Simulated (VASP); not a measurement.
Input of a VASP 6.6.1 run:

Contents of run.py:

```python
from ase.calculators.vasp import Vasp
from ase.dft.bandgap import bandgap
from ase.spacegroup import crystal

atoms = crystal(
    ['Cs'],
    basis=[[0.5, 0.5, 0.0]],
    spacegroup=141,
    setting=1,
    cellpar=[5.10769261, 5.10769261, 19.19213357, 90.0, 90.0, 90.0],
    primitive_cell=True,
)
calc = Vasp(
    directory='calc',
    xc='rpbe',
    pp='PBE',
    setups='materialsproject',
    prec='Accurate',
    encut=520,
    ediff=1e-07,
    ismear=0,
    sigma=0.02,
    lreal=False,
    lasph=True,
    nelm=60,
    algo='Fast',
    isif=2,
    lwave=False,
    lcharg=False,
    kpts=[7, 7, 7],
    gamma=True,
)
atoms.calc = calc

print('energy (eV):', atoms.get_potential_energy())
print('free energy (eV):', atoms.get_potential_energy(force_consistent=True))
print('forces (eV/A):')
print(atoms.get_forces())
print('stress (eV/A^3, Voigt):', atoms.get_stress())
print('Fermi level (eV):', calc.get_fermi_level())
gap, top, bottom = bandgap(calc)
print('band gap (eV):', gap, 'from (spin, k, band)', top, 'to', bottom)
```

Potentials or basis: VASP PAW PBE potentials, release 64 (Cs_sv).

Command:

```console
$ python run.py
```

Q: Predict the pressure.

A: 0.2 GPa.

Q: Estimate the band gap on the k mesh.

A: None (metal or under the smearing width).

Stress tensor (GPa, compression positive):
```
0.21 0.00 0.00
0.00 0.21 0.00
0.00 0.00 0.09
```

Caveat: the PAW data sets were made with another functional, which shifts forces and pressure a little. The run has no spin-orbit coupling, so splittings on Cs are missing.
